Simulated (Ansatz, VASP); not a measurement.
**One calculation of PbF2, two programs**

File INCAR:

```
SYSTEM = PbF2
PREC = Accurate ; ENCUT = 520
EDIFF = 1E-6 ; ISMEAR = 0
SIGMA = 0.05 ; LREAL = .False.
LASPH = .True. ; NELM = 80
ALGO = Normal ; ISIF = 2
LWAVE = .False. ; LCHARG = .False.
GGA = PE ; NBANDS = 21
```

KPOINTS

```
Automatic mesh
0
Gamma
  8 8 8
  0 0 0
```

Contents of POSCAR:

```
PbF2
1.0
    0.0000000000      2.8807545000      2.8807545000
    2.9698500000     -0.0890955000      2.9698500000
    2.9698500000      2.9698500000     -0.0890955000
Pb F
1 2
Direct
    0.0000000000      0.0000000000      0.0000000000
    0.2500000000      0.2500000000      0.2500000000
    0.7500000000      0.7500000000      0.7500000000
```

Input for Ansatz:

```yaml
crystal:
  lattice:
    - [0.0, 2.8807545, 2.8807545]
    - [2.96985, -0.0890955, 2.96985]
    - [2.96985, 2.96985, -0.0890955]
  atoms:
    - { symbol: Pb, position: [0.0, 0.0, 0.0] }
    - { symbol: F, position: [0.25, 0.25, 0.25] }
    - { symbol: F, position: [0.75, 0.75, 0.75] }
basis:
  ecutwfc: 420
kpoints:
  mp_grid: { grid: [8, 8, 8] }
hamiltonian:
  xc: pbe
scf:
  occupations: { method: gaussian, width: 0.05 }
output:
  forces: true
  stress: true
  eigenvalues: true
```

Change from the starting cell: strain -0.0600 x Voigt [0, 0, 0, 1, 0, 0], atoms carried along.

Alike in both runs: task single point; functional PBE; k mesh 8 × 8 × 8; occupations gaussian, width 0.05 eV; no spin polarisation.

|  | VASP | Ansatz |
| --- | --- | --- |
| version | VASP 6.6.1 | Ansatz 0.2.0 |
| potentials or method | VASP PAW PBE potentials, release 64 (Pb_d, F) | scalar-relativistic, plane waves, PAW |
| plane-wave cutoff (eV) | 520 | 420 |
| valence electrons in the cell | 28 | 28 |

VASP gave:

* gap on the k mesh at the Fermi level (eV): 4.37
* least direct gap on the mesh (eV): 4.54
* pressure (GPa): 2.3
* largest component of the traceless stress (GPa): 1.98
* rms of the force components (eV/Å): 0.082

Problem. Which values does Ansatz return?

Solution. gap on the k mesh at the Fermi level (eV): 4.38; least direct gap on the mesh (eV): 4.54; pressure (GPa): 2.5; largest component of the traceless stress (GPa): 1.96; rms of the force components (eV/Å): 0.080.

Atom by atom the forces differ by 0.001 eV/Å (rms over components).

Caveats: spin-orbit coupling is left out, which as a rule narrows the gap of such compounds by several tenths of an eV. A k mesh can miss the band edges.
